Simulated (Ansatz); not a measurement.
The system is La2O3.

```
La O
1.0
     3.93078    0.00000    0.00000
    -1.96539    3.40415    0.00000
     0.00000    0.00000    6.11195
La O
2 3
Direct
  0.33333 0.66667 0.24624
  0.66667 0.33333 0.75376
  0.00000 0.00000 0.00000
  0.33333 0.66667 0.64589
  0.66667 0.33333 0.35411
```

The cell is a database's computed one.

Program: Ansatz 0.2.0. Alike in all runs: potentials or basis Ansatz PAW; no spin polarisation; cell as given; k mesh 8 × 8 × 5; smearing fermi-dirac 0.05 eV.

Order these runs on this cell by their pressure, lowest first.
A. level LDA; cutoff (eV) 420; points for each segment of the path 14
B. level PBEsol+U; U La f U = 1 eV; cutoff (eV) 420; hubbard projectors ortho-atomic (the default); double counting fll (the default)
C. level RPBE; cutoff (eV) 420; points for each segment of the path 14
D. level PBEsol+U; U La f U = 4 eV; cutoff (eV) 420; hubbard projectors ortho-atomic (the default); double counting fll (the default)
E. level PBE; cutoff (eV) 600

A (-6.3 GPa), B (-2.5 GPa), D (-1.0 GPa), E (1.9 GPa), C (5.0 GPa).

Caveats: the PAW data sets come from PBE, with cores solved anew for the run's functional, which leaves a small shift of forces and pressure (some runs); the magnetic or orbital state may not be the lowest (some runs); the density of states is complete only up to the lowest level of the last band computed (some runs); the potentials were made for another functional, which shifts forces and pressure (some runs).

Not every run made on this cell is shown here.
